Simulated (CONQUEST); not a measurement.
# MoSe2 under changes of volume

One of the cells (20.129 Å³/atom); the others are scaled copies at fixed shape and fractional positions:

```
CELL_PARAMETERS angstrom
3.28800 0.00000 0.00000
0.00000 5.69498 0.00000
0.00000 0.00000 12.90000
ATOMIC_POSITIONS crystal
Mo 0.00000 0.33333 0.25000
Mo 0.50000 0.83333 0.25000
Mo 0.00000 0.66667 0.75000
Mo 0.50000 0.16667 0.75000
Se 0.00000 0.33333 0.62500
Se 0.50000 0.83333 0.62500
Se 0.00000 0.66667 0.12500
Se 0.50000 0.16667 0.12500
Se 0.00000 0.33333 0.87500
Se 0.50000 0.83333 0.87500
Se 0.00000 0.66667 0.37500
Se 0.50000 0.16667 0.37500
```

| Item | Value |
| --- | --- |
| Program | CONQUEST 1.3 |
| Functional | PBE |
| Potentials or basis | PseudoDojo NC PBE, DZ, grid of 32 × 60 × 128 points |
| k mesh | 8 × 5 × 2 |
| Occupations | fermi-dirac, width 0.05 eV |
| Spin | no spin polarisation |

| volume (Å³/atom) | energy over the lowest point (meV/atom) | pressure (GPa) | largest force (eV/Å) |
| --- | --- | --- | --- |
| 18.922 | ? | ? | ? |
| 19.324 | 152.37 | 21.6 | 3.380 |
| 19.727 | 103.53 | 17.4 | 2.895 |
| 20.129 | 64.74 | 13.5 | 2.444 |
| 20.532 | 35.14 | 10.0 | 2.030 |
| 20.935 | 13.90 | 6.9 | 1.661 |
| 21.337 | 0.00 | 4.2 | 1.295 |

Problem. What does the run at 18.922 Å³/atom give?

Solution. Energy over the lowest point 212.76 meV/atom; pressure 26.5 GPa; largest force 3.906 eV/Å.

Worked out: A Birch-Murnaghan fit of order 3 (a polynomial in V^(-2/3)) to the other rows has no minimum within the range. It gives 212.41 meV/atom at 18.922 Å³/atom, against the run's 212.76, and -dE/dV = 26.3 GPa, against 26.5.

Energies are extrapolated to zero smearing.

Caveats: the atomic basis is small; the cell's inner coordinates are idealised or old, which leaves forces on the atoms; this functional lacks dispersion, which binds the layers, so the pressure and a relaxed spacing across them are unreliable; the basis of atomic orbitals isn't converged, which shifts pressures, moduli and gaps.
